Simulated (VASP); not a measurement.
## CdO: single point with PBE

CdO:

```
Cd O
1.0
     0.00000    2.46114    2.46114
     2.46114    0.00000    2.46114
     2.46114    2.46114    0.00000
Cd O
1 1
Direct
  0.00000 0.00000 0.00000
  0.50000 0.50000 0.50000
```

The cell isn't the ideal one: a relaxed cell with its volume scaled by 1.09.

- Program: VASP 6.6.1
- Task: single point
- Functional: PBE
- Potentials or basis: VASP PAW PBE potentials, release 64 (Cd, O)
- Cutoff: 520 eV
- k mesh: 12 × 12 × 12
- Occupations: gaussian, width 0.02 eV
- Spin: no spin polarisation

```
Pressure               : -8.8 GPa
Band gap on the k mesh : none (metal or under the smearing width)
```

Levels at points of the mesh, in eV from the Fermi level:
| k point | band 7 | band 8 | band 9 | band 10 | band 11 | band 12 |
| --- | --- | --- | --- | --- | --- | --- |
| (0.00, 0.00, 0.00) | -0.89 | -0.89 | -0.89 | -0.69 | 14.70 | 16.05 |
| (0.50, 0.00, 0.00) | -3.48 | -0.02 | -0.02 | 4.32 | 6.33 | 11.20 |
| (0.50, 0.50, 0.00) | -3.43 | -1.71 | -1.71 | 3.28 | 7.93 | 10.70 |

It took 27 s on 1 thread of Intel(R) Xeon(R) Platinum 8375C CPU @ 2.90GHz (Ice Lake), with other jobs on the host, peak memory 0.18 GiB.
